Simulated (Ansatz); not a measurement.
Reactions of C$_{3}$H$_{6}$O$_{2}$Si (`C=C(O)[SiH2]C=O`).

Computed with Ansatz on PBE0-D4/def2-TZVP structures; ΔE is electronic, products minus reactants. CCSD(T)/CBS adds triple-zeta CCSD(T) − MP2 to the extrapolated MP2 energy (def2 sets, frozen cores). This one scheme is used for every species. Functionals use def2-TZVPP. B3LYP here is the variant with VWN-RPA as its local correlation; programs differ in this. For Br, Ga, Zn outer-core shells are correlated without core-valence functions, which leaves a few kJ/mol of doubt a bond. Scalar relativity is left out up to krypton. Each species was taken in one conformer, which may not be the lowest.

```tsv
reaction	B3LYP-D4 (kJ/mol)	PBE-D4 (kJ/mol)	CCSD/CBS(def2) (kJ/mol)	PBE0-D4 (kJ/mol)	CCSD(T)/CBS(def2) (kJ/mol)
`C=C(O)[SiH2]C=O` + `CS[SiH2][SiH3]` → `O=C[SiH2][SiH2][SiH3]` + `C=C(O)SC`	65	52	72	58	68
`C=C(O)[SiH2]C=O` + H₂O → `C=C(O)[SiH2]O` + `C=O`	-110	-95	-112	-103	-109
`C=C(O)[SiH2]C=O` + `[NH2][Zn][OH]` → `O=C[SiH2][Zn][OH]` + `C=C(N)O`	-13	-22	-2	-25	-1
`C=C(O)[SiH2]C=O` → `C=COC(=O)[SiH3]`	-46	-46	-37	-45	-39
`C=C(O)[SiH2]C=O` + `O[SiH2]S` → `O=CS[SiH2]O` + `C=C(O)[SiH3]`	-30	-38	-19	-32	-25
`C=C(O)[SiH2]C=O` + `[NH2][GaH][Br]` → `[NH2][GaH][SiH2]C=O` + `C=C(O)Br`	163	142	173	157	168
`C=C(O)[SiH2]C=O` → `C=C1C[SiH](O)O1`	-282	-279	-307	-301	-305
`C=C(O)[SiH2]C=O` + H₂ → `C=C(O)[SiH3]` + `C=O`	-29	-23	-36	-30	-31
`C=C(O)[SiH2]C=O` + `N=C(N)O` → `N/C(O)=N\C=O` + `C=C(O)[SiH3]`	-82	-87	-69	-88	-72
`C=C(O)[SiH2]C=O` → `COC#CO[SiH3]`	114	129	112	119	117
```

Largest T1 diagnostic: 0.017, for `O=C[SiH2][Zn][OH]`.
